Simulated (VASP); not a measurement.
Input of a VASP 6.6.1 run:

INCAR

```
PREC = Accurate ; ENCUT = 520
EDIFF = 1E-6 ; ISMEAR = 0
SIGMA = 0.1 ; LREAL = F
LASPH = T ; NELM = 80
ALGO = Fast ; ISIF = 2
LWAVE = F ; LCHARG = F
GGA = PE ; NBANDS = 11
```

File KPOINTS:

```
Automatic mesh
0
Gamma
  6 6 6
```

POSCAR

```
BAs
1.0
    0.0000000000      2.3885000000      2.3885000000
    2.3885000000      0.0000000000      2.3885000000
    2.3885000000      2.3885000000      0.0000000000
B As
1 1
Direct
    0.0000000000      0.0000000000      0.0000000000
    0.2500000000      0.2500000000      0.2500000000
```

Potentials or basis: VASP PAW PBE potentials, release 64 (B, As).

Command:

```sh
$ cat potpaw_PBE.64/B/POTCAR potpaw_PBE.64/As/POTCAR > POTCAR
$ mpirun -np 1 vasp_std > vasp.out
```

(1) Estimate the band gap on the k mesh.

(2) Predict the pressure.

Results:

(1) 1.27 eV, indirect (least direct gap 3.27 eV).

(2) 3.5 GPa.
